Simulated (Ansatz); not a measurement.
# Cl in Ansatz: the effect of target pressure

The system is Cl.

```
Cl
1.0
     3.14500   -2.25000    0.00000
     3.14500    2.25000    0.00000
     0.00000    0.00000    8.21000
Cl
4
Direct
  0.37000 0.63000 0.40000
  0.13000 0.87000 0.90000
  0.63000 0.37000 0.60000
  0.87000 0.13000 0.10000
```

Alike in all runs:

* Program: Ansatz 0.2.0
* Task: relaxation of cell and atoms
* Functional: PBEsol
* Potentials or basis: Ansatz PAW
* Cutoff: 420 eV (not typed: the program's choice for these potentials)
* k mesh: 7 × 7 × 4
* Occupations: fermi-dirac, width 0.05 eV
* Spin: no spin polarisation

Each run relaxes the cell or the atoms first.

```tsv
target pressure	relaxed volume (Å³/atom)	gap on the mesh (eV)
0 GPa	26.84	2.02
2 GPa	22.37	1.97
5 GPa	?	?
10 GPa	18.16	1.77
20 GPa	16.08	1.58
30 GPa	14.83	1.45
```

**Question.** What does the run with target pressure 5 GPa give?

**Answer.** Relaxed volume 20.11 Å³/atom; gap on the mesh 1.89 eV.

Worked out: A parabola through the other rows of the relaxed volume, of slope -0.683 Å³/atom per GPa there, gives 21.62 Å³/atom, against the run's 20.11. The fit is too stiff a form for this range. A parabola through the other rows of the gap on the mesh, of slope -0.0251 eV per GPa there, gives 1.89 eV, against the run's 1.89.

Caveats: odd divisions of the mesh miss points on the zone boundary, where band edges often lie, so the gap on the mesh can be too wide; the plane-wave basis is chosen anew once the cell has moved, so the energies of steps on either side of that aren't comparable; the PAW data sets come from PBE, with cores solved anew for the run's functional, which leaves a small shift of forces and pressure; the volume moved by over 15 % at a fixed basis, so the end points are rough (some runs).

A k mesh can miss the band edges.
